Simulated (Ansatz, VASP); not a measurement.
**V in VASP and in Ansatz**

```
CELL_PARAMETERS angstrom
4.82495 0.00000 0.00000
0.00000 4.82495 0.00000
0.00000 0.00000 4.82495
ATOMIC_POSITIONS crystal
V 0.00000 0.00000 0.00000
V 0.50000 0.50000 0.50000
V 0.25000 0.00000 0.50000
V 0.75000 0.00000 0.50000
V 0.50000 0.25000 0.00000
V 0.50000 0.75000 0.00000
V 0.00000 0.50000 0.25000
V 0.00000 0.50000 0.75000
```

The cell was built by a generator and needn't be a form met in nature.

Alike in both runs: functional RPBE; k mesh 5 × 5 × 5; occupations fermi-dirac, width 0.1 eV; no spin polarisation.

Ansatz relaxed the structure, and its values are those at the end. VASP's run is a single point on that final structure, the one shown.

|  | VASP | Ansatz |
| --- | --- | --- |
| version | VASP 6.6.1 | Ansatz 0.2.0 |
| potentials or method | VASP PAW PBE potentials, release 64 (V_sv) | plane waves (420 eV) with PAW, scalar-relativistic |
| plane-wave cutoff (eV) | 520 | 420 |
| valence electrons in the cell | 104 | 104 |

Ansatz gave:

| Property | Result |
| --- | --- |
| pressure (GPa) | 0.0 |

Task: What did VASP give for the same quantities?

Result: Pressure (GPa): 0.2.

Caveats: the PAW data sets were made with another functional, which shifts forces and pressure a little (VASP).
